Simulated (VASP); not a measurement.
BaZrO3, 5 atoms in the cell. The structure is cubic, space group Pm-3m (No. 221). The conventional cell has a = 4.191 Å, b = 4.191 Å, c = 4.191 Å, α = 90.00°, β = 90.00°, γ = 90.00°. Ba (site symmetry m-3m) is surrounded by 12 O at 2.96 Å. Around Zr (site symmetry m-3m) lie 6 O at 2.10 Å. O (site symmetry 4/mmm) is surrounded by 2 Zr at 2.10 Å. 

- Program: VASP 6.6.1
- Task: relaxation of cell and atoms
- Functional: RPBE
- Potentials or basis: VASP PAW PBE potentials, release 64 (Ba_sv, Zr_sv, O)
- Cutoff: 600 eV
- k mesh: 6 × 6 × 6
- Occupations: gaussian, width 0.03 eV
- Spin: no spin polarisation
- Further INCAR settings: ALGO = Normal; EDIFF = 1e-06; IBRION = 2; EDIFFG = -0.01; NSW = 90; ISIF = 3

Potentials or basis: VASP PAW PBE potentials, release 64 (Ba_sv, Zr_sv, O).

The run is started by

```console
$ cat potpaw_PBE.64/Ba_sv/POTCAR potpaw_PBE.64/Zr_sv/POTCAR potpaw_PBE.64/O/POTCAR > POTCAR
$ mpirun -np 1 vasp_std > vasp.out
```

Hardware: 1 thread of Intel(R) Xeon(R) 6975P-C (Granite Rapids), with other jobs on the host.

**Question.** Estimate the wall time of this run.

**Answer.** Wall time 60 s on 1 thread of Intel(R) Xeon(R) 6975P-C (Granite Rapids) (shared host), peak memory 0.24 GiB. Counts: scf iterations 36, k points 20, ion steps 3.
